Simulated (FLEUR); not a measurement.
# BAs (F-43m) in FLEUR: further runs

The runs below take BAs through equation of state, with PBEsol.

All numbers are computed with FLEUR MaX-R8.1 (later development tree); they aren't measurements. Logs are shortened: lines on timing, memory, paths and dates and some standing lists are left out, and cuts for length are marked.

**Measured values to compare with.**

From “Basic Physical Properties of Cubic Boron Arsenide”, 2019, arxiv:1911.11281, for a bulk crystal of BAs: bulk modulus 148 GPa.

How close the calculation comes is told below.

### Step 1. The crystal as given

The structure is cubic, space group F-43m (No. 216). The conventional cell has a = 4.777 Å, b = 4.777 Å, c = 4.777 Å, α = 90.00°, β = 90.00°, γ = 90.00°. As (site symmetry -43m) has 4 B at 2.07 Å as nearest neighbours. B (site symmetry -43m) has 4 As at 2.07 Å as nearest neighbours.

### Step 2. Equation of state, PBEsol, 12.81 Å³/atom (volume scaled by 0.94)

File inp.xml:

```xml
<?xml version="1.0" encoding="UTF-8" standalone="no"?>
<fleurInput fleurInputVersion="0.39">
   <comment>
      BAs                                                                                                 
   </comment>
   <calculationSetup>
      <cutoffs Kmax="4.92" Gmax="15.3" GmaxXC="15.3" numbands="0"/>
      <scfLoop itmax="60" minDistance="0.00001" maxIterBroyd="15" imix="Anderson" alpha="0.05" precondParam="0.0" spinf="2.0" sdNocoIR="T"/>
      <coreElectrons ctail="T" frcor="F" kcrel="0" coretail_lmax="0"/>
      <xcFunctional name="PBEs" relativisticCorrections="F"/>
      <magnetism jspins="1"/>
      <soc l_soc="F" theta="0.0" phi="0.0" spav="F"/>
      <expertModes spex="0" secvar="F"/>
      <geometryOptimization l_f="F" forcealpha="1.0" forcemix="BFGS" epsdisp="0.00001" epsforce="0.00001"/>
      <ldaU l_linMix="F" mixParam="0.05" spinf="1.0"/>
   </calculationSetup>
   <cell>
      <bzIntegration valenceElectrons="24.0" mode="hist" fermiSmearingEnergy="0.00183747">
         <kPointListSelection listName="default-1"/>
         <!-- k-points included here -->
         <xi:include xmlns:xi="http://www.w3.org/2001/XInclude" href="kpts.xml"> </xi:include>
      </bzIntegration>
      <!-- symmetry operations included here -->
      <xi:include xmlns:xi="http://www.w3.org/2001/XInclude" href="sym.xml"> </xi:include>
      <bulkLattice scale="0.9795861087">
         <bravaisMatrix>
            <row-1>    0.0000000000000000     4.5136108486071000     4.5136108486071000</row-1>
            <row-2>    4.5136108486071000     0.0000000000000000     4.5136108486071000</row-2>
            <row-3>    4.5136108486071000     4.5136108486071000     0.0000000000000000</row-3>
         </bravaisMatrix>
      </bulkLattice>
   </cell>
   <atomSpecies>
      <species name="Arsenic (As)" element="As" atomicNumber="33">
         <mtSphere radius="1.99" gridPoints="677" logIncrement="0.018"/>
         <atomicCutoffs lmax="8" lnonsphr="8"/>
         <electronConfig flipSpins="F">
            <coreConfig>(1s1/2) (2s1/2) (2p1/2) (2p3/2) (3s1/2)</coreConfig>
            <valenceConfig>(3p1/2) (3p3/2) (4s1/2) (3d3/2) (3d5/2) (4p1/2) (4p3/2)</valenceConfig>
            <stateOccupation state="(4p1/2)" spinUp="0.500000" spinDown="0.500000"/>
            <stateOccupation state="(4p3/2)" spinUp="1.000000" spinDown="1.000000"/>
         </electronConfig>
         <energyParameters s="4" p="4" d="3" f="4"/>
         <lo type="SCLO" l="1" n="3" eDeriv="0"/>
         <lo type="SCLO" l="1" n="3" eDeriv="1"/>
         <lo type="HELO" l="2" n="4" eDeriv="0"/>
         <lo type="HELO" l="2" n="4" eDeriv="1"/>
         <lo type="SCLO" l="0" n="4" eDeriv="2"/>
         <lo type="SCLO" l="3" n="4" eDeriv="2"/>
      </species>
      <species name="Boron (B)" element="B" atomicNumber="5">
         <mtSphere radius="1.52" gridPoints="519" logIncrement="0.02"/>
         <atomicCutoffs lmax="8" lnonsphr="8"/>
         <electronConfig flipSpins="F">
            <coreConfig>(1s1/2)</coreConfig>
            <valenceConfig>(2s1/2) (2p1/2) (2p3/2)</valenceConfig>
            <stateOccupation state="(2p1/2)" spinUp="0.166667" spinDown="0.166667"/>
            <stateOccupation state="(2p3/2)" spinUp="0.333333" spinDown="0.333333"/>
         </electronConfig>
         <energyParameters s="2" p="2" d="3" f="4"/>
         <lo type="SCLO" l="0" n="2" eDeriv="2"/>
         <lo type="SCLO" l="1" n="2" eDeriv="2"/>
         <lo type="SCLO" l="2" n="3" eDeriv="2"/>
      </species>
   </atomSpecies>
   <atomGroups>
      <atomGroup species="Arsenic (As)">
         <relPos label="                   1">-1.000/4.000 -1.000/4.000 -1.000/4.000</relPos>
         <force calculate="T" relaxXYZ="TTT"/>
      </atomGroup>
      <atomGroup species="Boron (B)">
         <relPos label="                   2">.0000000000 .0000000000 .0000000000</relPos>
         <force calculate="T" relaxXYZ="TTT"/>
      </atomGroup>
   </atomGroups>
   <output dos="F" band="F" slice="F">
      <checks vchk="F" cdinf="F"/>
      <bandDOS minEnergy="-.5*Htr" maxEnergy="0.5*Htr" sigma="0.015" storeEVData="T"/>
      <vacuumDOS vacdos="F" integ="F" star="F" nstars="0" locx1="0.0" locy1="0.0" locx2="0.0" locy2="0.0" nstm="0" tworkf="0.0"/>
      <unfoldingBand unfoldBand="F" supercellX="1" supercellY="1" supercellZ="1"/>
      <plotting iplot="0" polar="F">
         <plot TwoD="T" vec1="  1.0  0.0  0.0" vec2="  0.0  1.0  0.0" vec3="  0.0  0.0  1.0" zero="  0.0  0.0  0.0" file="plot"/>
      </plotting>
      <chargeDensitySlicing numkpt="0" minEigenval="0.0" maxEigenval="0.0" nnne="0" pallst="F"/>
      <specialOutput eonly="F"/>
      <moessbauerParams electricFieldGradient="T" isomerShift="T" coreHyperfine="T" valenceHyperfine="T"/>
      <magneticCircularDichroism mcd="F" energyLo="-10.0" energyUp="0.0"/>
   </output>
  <!-- We include the file relax.xml here to enable relaxations (see documentation) -->
  <xi:include xmlns:xi="http://www.w3.org/2001/XInclude" href="relax.xml"> <xi:fallback/> </xi:include>
</fleurInput>
```

Potentials or basis: all-electron, FLAPW.

On the command line:

```console
$ inpgen -f crystal.txt -profile fastHighL
$ # inp.xml edited to the form shown
$ fleur_MPI
```

Standard output:

```text
Welcome to FLEUR        (www.flapw.de)
      MaX-Release 8.1          (www.max-centre.eu)

 ========== k-point set info ==========
 Selected k-point list: default-1
 k-point list type: mesh
 10 x 10 x 10
 Number of k points: 47

 ------------Calculation Setup---------------------------
 Number of MPI-tasks      :            1
 Number of PE/node        :            1
 Number of OMP-threads    :            1
 Most efficient MPI parallelization for:
           1          47
 Additional eigenvalue parallelization possible
 Number of basis functions:          444
 Approximate size of matrices (H+S) per k-point:         0.006 GB
 --------------------------------------------------------
 Iteration:     1   Distance:      14.83424918 me/bohr^3
 Iteration:     2   Distance:      13.54761465 me/bohr^3
 Iteration:     3   Distance:       5.70080821 me/bohr^3
 Iteration:     4   Distance:       2.28889048 me/bohr^3
 Iteration:     5   Distance:       1.63448966 me/bohr^3
 Iteration:     6   Distance:       0.24777990 me/bohr^3
 Iteration:     7   Distance:       0.24800321 me/bohr^3
 Iteration:     8   Distance:       0.03325332 me/bohr^3
 Iteration:     9   Distance:       0.01653309 me/bohr^3
 Iteration:    10   Distance:       0.00254752 me/bohr^3
 Iteration:    11   Distance:       0.00025565 me/bohr^3
 Iteration:    12   Distance:       0.00021400 me/bohr^3
 Iteration:    13   Distance:       0.00001237 me/bohr^3
 Iteration:    14   Distance:       0.00000731 me/bohr^3

 ********************************************************************
 Run finished successfully
 Stop message:
   all done
 ********************************************************************
```

out.xml (last iteration):

```text
<iteration numberForCurrentRun="   14" overallNumber="   14">
         <energyParameters units="Htr">
            <atomicEP atomType="1" spin="1" branch="4s" branchLowest="-6.45" branchHighest="1.25" value="-0.1922536519"/>
            <atomicEP atomType="1" spin="1" branch="4p" branchLowest="-4.38" branchHighest="2.03" value="0.0297736367"/>
            <atomicEP atomType="1" spin="1" branch="3d" branchLowest="-9.99" branchHighest="-0.94" value="-0.9629214569"/>
            <atomicEP atomType="1" spin="1" branch="4f" branchLowest="-9.99" branchHighest="4.15" value="0.3881901778"/>
            <loAtomicEP atomType="1" spin="1" branch="3p" branchLowest="-47.34" branchHighest="-4.38" value="-4.3830624029"/>
            <loAtomicEP atomType="1" spin="1" branch="3p" branchLowest="-47.34" branchHighest="-4.38" value="-4.3830624029"/>
            <heloAtomicEP atomType="1" spin="1" branch="4d" branchLowest="2.39" branchHighest="2.39" value="2.3920400380"/>
            <heloAtomicEP atomType="1" spin="1" branch="4d" branchLowest="2.39" branchHighest="2.39" value="2.3920400380"/>
            <loAtomicEP atomType="1" spin="1" branch="4s" branchLowest="-6.45" branchHighest="1.25" value="-0.1922536519"/>
            <loAtomicEP atomType="1" spin="1" branch="4f" branchLowest="-9.99" branchHighest="4.15" value="0.3881930257"/>
            <atomicEP atomType="2" spin="1" branch="2s" branchLowest="-5.99" branchHighest="2.59" value="-0.1208215311"/>
            <atomicEP atomType="2" spin="1" branch="2p" branchLowest="-9.99" branchHighest="2.10" value="0.0408416519"/>
            <atomicEP atomType="2" spin="1" branch="3d" branchLowest="-9.99" branchHighest="5.64" value="0.2442004119"/>
            <atomicEP atomType="2" spin="1" branch="4f" branchLowest="-9.99" branchHighest="9.30" value="0.4042484419"/>
            <loAtomicEP atomType="2" spin="1" branch="2s" branchLowest="-5.99" branchHighest="2.59" value="-0.1208215311"/>
            <loAtomicEP atomType="2" spin="1" branch="2p" branchLowest="-9.99" branchHighest="2.10" value="0.0408336309"/>
            <loAtomicEP atomType="2" spin="1" branch="3d" branchLowest="-9.99" branchHighest="5.64" value="0.2442017845"/>
         </energyParameters>
         <eigenvalues>
            <eigenvaluesAt spin="1" ikpt="1" k_x="0.00000000" k_y="0.00000000" k_z="0.00000000">
                      -4.3804536843       -4.3804536843       -4.3804536843       -0.9734516009       -0.9734516009
                      -0.9734516009       -0.9723980028       -0.9723980028       -0.2416131119        0.3468300252
                       0.3468300252        0.3468300252        0.4690561407        0.4690561407        0.4690561407
                       0.5476629052        0.7022157309        0.8386063217        0.8386063217
            </eigenvaluesAt>
            <eigenvaluesAt spin="1" ikpt="2" k_x="0.00000000" k_y="0.00000000" k_z="0.10000000">
                      -4.3804542855       -4.3804540415       -4.3804540415       -0.9734428348       -0.9734201579
                      -0.9734201579       -0.9723956472       -0.9723956472       -0.2352233836        0.2937032705
                       0.3348528743        0.3348528743        0.4785573662        0.4847704720        0.4847704720
                       0.5751661512        0.7280290695        0.7921141659        0.7921141659
            </eigenvaluesAt>
            <eigenvaluesAt spin="1" ikpt="3" k_x="0.00000000" k_y="0.00000000" k_z="0.20000000">
                      -4.3804546933       -4.3804540629       -4.3804540629       -0.9734014768       -0.9733340741
                      -0.9733340741       -0.9723797425       -0.9723797425       -0.2163322977        0.2027105495
                       0.3123542298        0.3123542298        0.4743997676        0.5124198594        0.5124198594
                       0.6283749512        0.7634462311        0.7634462311        0.7657406432
            </eigenvaluesAt>
            <eigenvaluesAt spin="1" ikpt="4" k_x="0.00000000" k_y="0.00000000" k_z="0.30000000">
                      -4.3804561860       -4.3804546071       -4.3804546071       -0.9733537649       -0.9732503850
                      -0.9732503850       -0.9723510464       -0.9723510464       -0.1861792551        0.1139238508
                       0.2926552079        0.2926552079        0.4659032585        0.5264538846        0.5264538846
                       0.6666023396        0.7719856866        0.7822639219        0.7822639219
            </eigenvaluesAt>
         </eigenvalues>
         <bandgap value="1.0239391513" units="eV"/>
         <sumValenceSingleParticleEnergies value="-35.2535833805" units="Htr"/>
         <FermiEnergy value="0.3468300252" units="Htr"/>
         <valenceDensity>
            <mtCharges spin="1">
               <mtCharge atomType="1" total="18.4597029" s="1.0257758" p="7.4116083" d="10.0112556" f="0.0090151"/>
               <mtCharge atomType="2" total="1.3616568" s="0.4621921" p="0.8789961" d="0.0186084" f="0.0015407"/>
            </mtCharges>
            <spinDependentCharge spin="1" total="24.0000000" interstitial="4.1786403" mtSpheres="19.8213597"/>
            <totalCharge value="24.0000000000"/>
         </valenceDensity>
         <coreStates atomType="     1" atomicNumber=" 33" spin="1" kinEnergy="   1994.3250610866" eigValSum="  -1264.5042085859" lostElectrons=" 0.000129">
            <state n="1" l="0" j="0.5" energy="-429.6883475033" weight="1.0000000000"/>
            <state n="2" l="0" j="0.5" energy="-54.0500612303" weight="1.0000000000"/>
            <state n="2" l="1" j="0.5" energy="-48.2477713672" weight="1.0000000000"/>
            <state n="2" l="1" j="1.5" energy="-46.9056879092" weight="2.0000000000"/>
            <state n="3" l="0" j="0.5" energy="-6.4545483739" weight="1.0000000000"/>
         </coreStates>
         <coreStates atomType="     2" atomicNumber="  5" spin="1" kinEnergy="     21.5504253618" eigValSum="    -11.9852186462" lostElectrons=" 0.000489">
            <state n="1" l="0" j="0.5" energy="-5.9926093231" weight="1.0000000000"/>
         </coreStates>
         <allElectronCharges>
            <spinDependentCharge spin="1" total="38.0000000" interstitial="4.1792550" mtSpheres="33.8207450"/>
            <totalCharge value="37.9999999950"/>
         </allElectronCharges>
         <moessbauerParams unitsHFF="kG" unitsIS="e/bohr^3" unitsEFG="Htr/bohr^2">
            <coreIsomerShift atomType="1" isTotal="35690.16433">
               <shell n="1" l="0" isomerShift="31914.04312"/>
               <shell n="2" l="0" isomerShift="3241.04741"/>
               <shell n="2" l="1" isomerShift="30.52202"/>
               <shell n="3" l="0" isomerShift="504.55178"/>
            </coreIsomerShift>
            <coreIsomerShift atomType="2" isTotal="69.36242">
               <shell n="1" l="0" isomerShift="69.36242"/>
            </coreIsomerShift>
            <isomerShift atomType="1" nucleusRadius="0.0000996" averageDensity="35728.95674"/>
            <isomerShift atomType="2" nucleusRadius="0.0000522" averageDensity="71.41795"/>
            <electricFieldGradient atomType="1" VXX="0.00000" VYY="0.00000" VZZ="0.00000" asymParam="0.00000">
            </electricFieldGradient>
            <electricFieldGradient atomType="2" VXX="0.00000" VYY="0.00000" VZZ="0.00000" asymParam="0.00000">
            </electricFieldGradient>
         </moessbauerParams>
         <totalEnergy                                    value="    -2284.2302422845" units="Htr">
            <sumOfEigenvalues                            value="    -1311.7430106126">
               <coreElectrons value="-1276.4894272321"/>
               <valenceElectrons value="-35.2535833805"/>
            </sumOfEigenvalues>
            <densityCoulombPotentialIntegral value="-3532.9297596562"/>
            <densityEffectivePotentialIntegral value="-3646.0466849340"/>
            <chargeDenXCDenIntegral value="-86.2631812823"/>
            <FockExchangeEnergyValence value="0.0000000000"/>
            <FockExchangeEnergyCore value="0.0000000000"/>
            <atomTypeDependentContributions atomType="1">
               <electronNucleiInteractionDifferentMTs value="2713.3611732526"/>
               <MadelungTerm value="-22.6906633075"/>
            </atomTypeDependentContributions>
            <atomTypeDependentContributions atomType="2">
               <electronNucleiInteractionDifferentMTs value="26.8760492551"/>
               <MadelungTerm value="-2.8779696802"/>
            </atomTypeDependentContributions>
            <tkbTimesEntropy value="0.0000000000"/>
            <freeEnergy value="-2284.2302422845"/>
            <extrapolationTo0K value="-2284.2302422845"/>
         </totalEnergy>
         <densityConvergence units="me/bohr^3">
            <chargeDensity spin="1" distance="0.0000073118"/>
         </densityConvergence>
      </iteration>
```

Wall time 54 s (1 thread of Arm Neoverse V2, shared host); peak memory 0.06 GiB.

Results:

| Quantity | Value |
| --- | --- |
| Free energy | -62157.0714 eV |
| Band gap on the k mesh | 1.02 eV, indirect (least direct gap 3.33 eV) |
| Valence electrons inside the program's atomic spheres | As 18.46; B 1.36 (radii As 1.99, B 1.52 bohr) |

(Continued in part 2 of 2.)
